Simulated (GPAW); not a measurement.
# TiO2 (P1) in GPAW: single point with PBE

Aim: the single point of TiO2 with PBE.

Program: GPAW 26.7.0. These are calculated values, not measurements. Logs are shortened: lines on timing, memory, paths and dates and some standing lists are left out, and cuts for length are marked. The log counts tension as positive stress, the text compression.

**1. The cell of the first run**

The typed cell holds 6 atoms: a = 5.666 Å, b = 5.414 Å, c = 5.837 Å, α = 138.86°, β = 141.70°, γ = 58.24°.

**2. Single point, PBE**

Input file run.py:

```python
from ase.dft.bandgap import bandgap
from ase.io import read, write
from ase.units import GPa
from gpaw import GPAW, PW

atoms = read('TiO2.xyz')

calc = GPAW(mode=PW(650),
            xc='PBE',
            kpts={'size': (4, 4, 5), 'gamma': True},
            occupations={'name': 'fermi-dirac', 'width': 0.05},
            nbands=43,
            maxiter=120,
            txt='gpaw.txt')
atoms.calc = calc
energy = atoms.get_potential_energy()
forces = atoms.get_forces()
stress = atoms.get_stress()
calc.write('gs.gpw')
write('result.traj', atoms)
print(f'Energy: {energy:.6f} eV')
print('Forces (eV/A):')
print(forces.round(4))
print('Stress (GPa):', (stress / GPa).round(3))
print('Fermi level:', round(calc.get_fermi_level(), 4), 'eV')
print(f'Gap: {bandgap(calc)[0]:.4f} eV, direct: {bandgap(calc, direct=True)[0]:.4f} eV')
```

Input file TiO2.xyz:

```xyz
6
Lattice="-2.2289020000 1.7623876100 4.9020550600 1.6802268200 -1.9555511600 4.7606201800 2.2861310300 2.0127802000 -4.9789022400" Properties=species:S:1:pos:R:3 pbc="T T T"
Ti    -2.2112106557      1.7550720015      4.8834349434
Ti    -0.1148361940      1.8632061083      2.3666719861
O      2.1676628993      1.9715869693     -2.9819295383
O     -0.2247297660      1.7997469391      4.3734415789
O      0.0067545096      1.8946175817      0.3888302019
O      1.8453812630      1.8284338553      2.7082123564
```

Potentials or basis: GPAW PAW data sets (gpaw-data 1.2.1), pw.

Command:

```
> OMP_NUM_THREADS=1 python run.py
```

gpaw.txt:

```text
__  _  _
 | _ |_)|_||  |
 |__||  | ||/\| - 26.7.0

Input parameters:
  mode=PW(ecut=650.0),
  kpts=MonkhorstPack(size=(4, 4, 5), gamma=True),
  maxiter=120,
  nbands=43,
  occupations=Occupations(name='fermi-dirac', width=0.05),
  xc=XC(name='PBE')

Diagonalizing LCAO Hamiltonian
Converting LCAO to pw mode

       Ti
            O

             Ti   O

             O

                   O

Atoms  # Å, Bohr magnetons
|   | symbol |         x |        y |         z |    initial magnetic moments |
|---|--------|-----------|----------|-----------|-----------------------------|
| 0 |     Ti | -2.211211 | 1.755072 |  4.883435 | ( 0.0000,  0.0000,  0.0000) |
| 1 |     Ti | -0.114836 | 1.863206 |  2.366672 | ( 0.0000,  0.0000,  0.0000) |
| 2 |      O |  2.167663 | 1.971587 | -2.981930 | ( 0.0000,  0.0000,  0.0000) |
| 3 |      O | -0.224730 | 1.799747 |  4.373442 | ( 0.0000,  0.0000,  0.0000) |
| 4 |      O |  0.006755 | 1.894618 |  0.388830 | ( 0.0000,  0.0000,  0.0000) |
| 5 |      O |  1.845381 | 1.828434 |  2.708212 | ( 0.0000,  0.0000,  0.0000) |

Unit cell  # Å
| periodic |         x |         y |         z |  lengths |     angles |
|----------|-----------|-----------|-----------|----------|------------|
|      yes | -2.228902 |  1.762388 |  4.902055 | 5.666053 | 138.859224 |
|      yes |  1.680227 | -1.955551 |  4.760620 | 5.413949 | 141.704767 |
|      yes |  2.286131 |  2.012780 | -4.978902 | 5.836707 |  58.242688 |

Number of symmetries: 1
Symmetry operations  # r_c * U_cc + t_c -> r_c
|   | kind |            matrix            |
|---|------|------------------------------|
| 0 |  E   |  1, 0, 0,  0, 1, 0,  0, 0, 1 |

BZ-sampling:
  Number of BZ points: 80
  Number of IBZ points: 42

  Monkhorst-Pack size: [4, 4, 5]
  Monkhorst-Pack shift: [0.125, 0.125, 0.0]

K-points  # in reciprocal-cell coordinates
|     |                                coordinates |     weight |
|-----|--------------------------------------------|------------|
|   0 | (  0.00000000,   0.00000000,   0.00000000) | 0.01250000 |
|   1 | (  0.00000000,   0.00000000,   0.20000000) | 0.02500000 |
|   2 | (  0.00000000,   0.00000000,   0.40000000) | 0.02500000 |
|   3 | (  0.00000000,   0.25000000,  -0.40000000) | 0.02500000 |
|   4 | (  0.00000000,   0.25000000,  -0.20000000) | 0.02500000 |
|   5 | (  0.00000000,   0.25000000,   0.00000000) | 0.02500000 |
|   6 | (  0.00000000,   0.25000000,   0.20000000) | 0.02500000 |
|   7 | (  0.00000000,   0.25000000,   0.40000000) | 0.02500000 |
|   8 | (  0.00000000,   0.50000000,   0.00000000) | 0.01250000 |
|   9 | (  0.00000000,   0.50000000,   0.20000000) | 0.02500000 |
| ... |                                            |            |
|  41 | (  0.50000000,   0.50000000,   0.40000000) | 0.02500000 |

Plane wave coefficients: 2736
Cutoff: 650.0 eV

Spin-components: 1 (collinear spins)
Bands:           43
Projectors:      32
Spin-degeneracy: 2
Datatype:        complex128

Parallelization:
  kpt:    1
  domain: 1
  band:   1

Density:
  Valence electrons: 48.0
  Components: 1
  Grid points: [35 32 35]
  Charge: 0.0  # |e|

Potential:
  Grid points: [35 32 35]

species:
  Ti:
    name:    Titanium
    Z:       22.0
    valence: 12
    core:    10
    charge:  0.0  # [|e|]
    compensation charges:
      type: gauss
      rc: 0.38  # [Å]
      lmax: 2
    cutoffs:
      filter: 2.23  # [Å]
      core: 1.02  # [Å]
    projectors
    | kind |    occ | energy [eV] | rcut [Å] |
    |------|--------|-------------|----------|
    |   3s |  2.000 |     -62.623 |    1.270 |
    |   4s |  2.000 |      -4.466 |    1.270 |
    |   3p |  6.000 |     -38.862 |    1.058 |
    |   4p |  0.000 |      -1.466 |    1.058 |
    |   3d |  2.000 |      -4.258 |    1.058 |
    |    d |        |      22.953 |    1.058 |

    Using partial waves for Ti as LCAO basis

  O:
    name:    Oxygen
    Z:       8.0
    valence: 6
    core:    2
    charge:  0.0  # [|e|]
    compensation charges:
      type: gauss
      rc: 0.21  # [Å]
      lmax: 2
    cutoffs:
      filter: 1.17  # [Å]
      core: 0.83  # [Å]
    projectors
    | kind |    occ | energy [eV] | rcut [Å] |
    |------|--------|-------------|----------|
    |   2s |  2.000 |     -23.961 |    0.688 |
    |   2p |  4.000 |      -9.029 |    0.598 |
    |    s |        |       3.251 |    0.688 |
    |    p |        |      18.182 |    0.598 |
    |    d |        |       0.000 |    0.619 |

    Using partial waves for O as LCAO basis

Reference energy: -54611.437768  # eV

eigensolver:
  PPCG
  Converge bands: occupied
  niter=2

density mixing:
  MSR1-Mixer
  Pratt-step length: 0.05
  Maximum mixing coefficient: 0.75
  Old densities: 10
  SVD Regularization: 0.005
  Good broyden scale: 1.0
  Trust region scale: 1.0
  Backstep threshold: 4.0
  History deletion threshold: 6.0
  Fourier metric: weight=20.0, sigma=0.015

occupation numbers:
  Fermi-Dirac:
    width: 0.0500  # eV

poisson solver:
  ecut: 5200.0  # eV

xc functional:
  name: PBE with 2 nearest neighbor stencil

convergence criteria:
- Maximum [total energy] change in last 3 cyles: 0.0005 eV / valence electron
- Maximum integral of absolute [dens]ity change: 0.0001 electrons / valence electron
- Maximum integral of absolute [eigenst]ate change: 4e-08 eV^2 / valence electron
maximum number of iterations: 120

SCF iterations
|iter     | |      energy | eigst |  dens |
|---------|-|-------------|-------|-------|
|iter:   1| |  -61.310852 | -0.12 |       |
|iter:   2| |  -58.147394 | -1.85 | -0.78 |
|iter:   3| |  -52.553752 | -0.63 | -0.84 |
|iter:   4| |  -51.923049 | -1.75 | -1.26 |
|iter:   5| |  -51.869915 | -2.50 | -1.54 |
|iter:   6| |  -51.867535 | -3.00 | -1.93 |
|iter:   7| |  -51.860777c| -3.75 | -2.37 |
|iter:   8| |  -51.860794c| -4.78 | -2.88 |
|iter:   9| |  -51.860824c| -5.70 | -3.38 |
|iter:  10| |  -51.860822c| -6.86 | -3.84 |
|iter:  11| |  -51.860821c| -7.19 | -4.09c|
|iter:  12| |  -51.860821c| -7.66c| -4.75c|

Converged in 12 steps
Energy contributions relative to reference atoms: (reference = -54611.437768)

Energy contributions:
  Kinetic:          45.196402
  Coulomb:         -56.954792
  Zero:              1.147324
  External:          0.000000
  Xc:              -41.249755
  Entropy:          -0.000000
  Spinorbit:         0.000000
  ----------------------------
  Free energy:     -51.860821
  Extrapolated:    -51.860821

dipole moment: (-17.447720, 25.942632, -10.175485)  # |e|*Ang

Fermi level: 4.624
Eigenvalues  # (at kpt = [0.000, 0.000, 0.000])
| band index |      eig [eV] | occ [0-2] |
|------------|---------------|-----------|
|          0 |       -52.943 |     2.000 |
|        ... |               |           |
|         16 |         1.295 |     2.000 |
|         17 |         1.420 |     2.000 |
|         18 |         1.877 |     2.000 |
|         19 |         2.562 |     2.000 |
|         20 |         2.864 |     2.000 |
|         21 |         2.998 |     2.000 |
|         22 |         3.367 |     2.000 |
|         23 |         3.388 |     2.000 |
|         24 |         5.625 |     0.000 |
|         25 |         6.301 |     0.000 |
|         26 |         7.134 |     0.000 |
|         27 |         7.313 |     0.000 |
|         28 |         7.460 |     0.000 |
|         29 |         7.612 |     0.000 |
|         30 |         8.151 |     0.000 |
|         31 |         8.298 |     0.000 |
|        ... |               |           |
|         42 |        21.282 |     0.000 |

Gap: 1.983 eV
Transition (v -> c):
  (s=0, k=39, n=23, [0.50, 0.50, 0.00]) -> (s=0, k=0, n=24, [0.00, 0.00, 0.00])
Direct/indirect transitions are different
Direct gap: 2.237 eV
Transition at: (s=0, k=0, n=23, [0.00, 0.00, 0.00])

Forces  # eV/Ang
|        x |        y |        z |
|----------|----------|----------|
|  0.07684 | -0.04630 | -0.65269 |  # Ti   0
| -0.07623 | -0.03647 |  0.97937 |  # Ti   1
| -0.13532 |  0.49085 |  0.18882 |  # O    2
|  1.13082 |  0.09895 | -0.05653 |  # O    3
|  0.14941 | -0.63880 | -0.26154 |  # O    4
| -1.14561 |  0.13181 | -0.19712 |  # O    5

Stress tensor  # eV/Ang^3
|         x |         y |         z |
|-----------|-----------|-----------|
|  0.094930 |  0.011229 | -0.061560 |
|  0.011229 |  0.002595 | -0.025383 |
| -0.061560 | -0.025383 |  0.020847 |

# Writing to gs.gpw (mode='')
```

It took 3.2 min on 1 thread of Arm Neoverse V1, shared host; peak memory 0.32 GiB.

What came out:

- Free energy: -51.8608 eV
- Pressure: -6.3 GPa
- Largest force: 1.170 eV/Å
- Band gap on the k mesh: 1.98 eV, indirect (least direct gap 2.24 eV)

Forces on the atoms (eV/Å):
```
Ti   0.077 -0.046 -0.653
Ti  -0.076 -0.036  0.979
O   -0.135  0.491  0.189
O    1.131  0.099 -0.057
O    0.149 -0.639 -0.262
O   -1.146  0.132 -0.197
```

Stress tensor (GPa, compression positive):
```
-15.21  -1.80   9.86
 -1.80  -0.42   4.07
  9.86   4.07  -3.34
```

Caveat: the k mesh is coarse (spacing up to 0.45 Å⁻¹), so the values aren't converged; the cutoff is short for stress and forces, so pressures can be off by a GPa or more; an odd mesh through Γ misses points on the zone boundary, where band edges often lie; the program warned that so skewed a cell can give wrong results.
